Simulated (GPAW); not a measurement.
Runs of GPAW 26.7.0 on C. It takes space group Fd-3m (No. 227, cubic). Conventional cell: a = 3.567 Å, b = 3.567 Å, c = 3.567 Å, α = 90.00°, β = 90.00°, γ = 90.00°. C (site symmetry -43m) is surrounded by 4 C at 1.54 Å. This isn't the form of C at room conditions, which is graphite.

```csv
task,level,potentials or basis,k mesh,cutoff (eV),maxiter,band path,band points,grid spacing,mesh quality,gap on the mesh (eV),V0 of scaled cells (Å³/atom),B0 (GPa)
equation of state,RPBE+D3,"the program's PAW data sets (release 1.2.1) made for this functional, pw",10 × 10 × 10,800,150,-,-,-,not flagged,-,(a),424
band structure,LDA,"PAW data sets generated in the run's folder for this functional, pw",10 × 10 × 10,800,150,"GXWKGLUWLK,UX",60,-,not flagged,(b),-,-
single point,YS-PBE0,"GPAW PAW data sets (gpaw-data 1.2.1), pw",6 × 6 × 6,600,60,-,-,-,coarse,5.68,-,-
equation of state,BP86+D4,"PAW data sets generated in the run's folder for this functional, pw",10 × 10 × 10,800,150,-,-,-,not flagged,-,5.63,440
```

Alike in all rows: no spin polarisation; cell as given; smearing fermi-dirac 0.05 eV.

Q: Estimate the missing entries.

A: (a) 5.73; (b) 4.13.

Caveats: some runs use coarse meshes; the PAW data sets were made with another functional, which shifts forces and pressure a little (some runs).

A k mesh can miss the band edges.
